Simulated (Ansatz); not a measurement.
C₃H₉N, SMILES `CCCN` at its PBE0-D4/def2-TZVP geometry, where that method's forces vanish. The species carries charge 0 and has multiplicity 1.

```xyz
13

C    -0.6472    0.5302    1.5165
C    -0.1930    0.5715    0.0676
C     0.3621   -0.7625   -0.4147
N     0.8189   -0.8066   -1.7926
H     0.1806    0.2677    2.1814
H    -1.0416    1.4945    1.8437
H    -1.4335   -0.2161    1.6617
H     0.5751    1.3437   -0.0612
H    -1.0304    0.8625   -0.5782
H     1.1986   -1.0590    0.2283
H    -0.4011   -1.5385   -0.2865
H     1.5492   -0.1207   -1.9438
H     0.0623   -0.5666   -2.4224
```

Problem. What forces (eV/Å) does r2SCAN-D4/def2-TZVPP give on these atoms in the Gaussian-basis code of Ansatz? (Best estimate.)

Solution. Ansatz gave: 
```
C1  -0.047  0.003  0.142
C2  -0.017  0.127 -0.065
C3  -0.022 -0.100  0.161
N4   0.092 -0.098 -0.193
H5  -0.011  0.002 -0.012
H6   0.005 -0.019  0.002
H7   0.013  0.009 -0.004
H8   0.003 -0.001 -0.007
H9   0.002 -0.001 -0.007
H10  0.003  0.004  0.003
H11 -0.006  0.002  0.000
H12  0.002  0.039 -0.006
H13 -0.018  0.033 -0.013
```
